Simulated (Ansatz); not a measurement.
What moves the field gradients of CO₂?

Cell of run 1: a computed structure from the Materials Project (it need not be an observed phase), taken as it stands.

```cif
data_CO2
_symmetry_space_group_name_H-M 'R-3c:H'
_symmetry_Int_Tables_number 167
_cell_length_a 9.7835
_cell_length_b 9.7835
_cell_length_c 12.1555
_cell_angle_alpha 90.000
_cell_angle_beta 90.000
_cell_angle_gamma 120.000
loop_
_atom_site_label
_atom_site_type_symbol
_atom_site_symmetry_multiplicity
_atom_site_Wyckoff_symbol
_atom_site_fract_x
_atom_site_fract_y
_atom_site_fract_z
C1 C 6 b 0.0000 0.0000 0.0000
C3 C 18 e 0.0812 0.4145 0.4167
O9 O 12 c 0.0000 0.0000 0.9040
O13 O 36 f 0.1446 0.3510 0.4539
```

One atom of each set is listed; the run and its k-mesh use a cell of 24 atoms with edges of 6.95, 6.95, 6.95 Å.

All runs are DFT with Ansatz 0.2.0 (plane waves and PAW, scalar-relativistic unless spin–orbit coupling is named, Γ-centred meshes, Fermi–Dirac smearing where given) in this cell.

Run 1: PBE, atoms as given; 420 eV, 4×4×4 k-points, smearing 0.02 eV.
Run 2: r2SCAN, atoms as given; 500 eV, 4×4×4 k-points, smearing 0.02 eV.
Run 3: LDA, atoms as given; 420 eV, 4×4×4 k-points, smearing 0.02 eV.
Run 4: PBE, atoms as given; 300 eV, 4×4×4 k-points, smearing 0.02 eV; this cutoff lies below the one recommended for these PAW files.

| run | C1 V_zz (η) | C3 V_zz (η) | O9 V_zz (η) |
| --- | --- | --- | --- |
| 1 | -2.91 (0.00) | -2.91 (0.00) | 7.20 (0.00) |

The results of the other runs, out of order. V_zz in 10²¹ V/m²; 3 of the 4 sets of like atoms are followed.

```tsv
result	C1 V_zz (η)	C3 V_zz (η)	O9 V_zz (η)
A	-3.53 (0.00)	-3.53 (0.00)	7.77 (0.00)
B	-2.94 (0.00)	-2.94 (0.00)	6.61 (0.00)
C	-2.31 (0.00)	-2.31 (0.00)	7.16 (0.00)
```

(1) Which result belongs to which run?

Results:

(1) A is run 2, B is run 3, C is run 4. Taken one at a time, the functional (between the two that differ most) moves the tensors on these sites by up to 1.16 (largest principal value of the change, on O9), the cutoff by 0.60 (C3).

In runs 2, 3 the atoms aren't at the calculated equilibrium (largest force 0.73, 0.60 eV/Å).
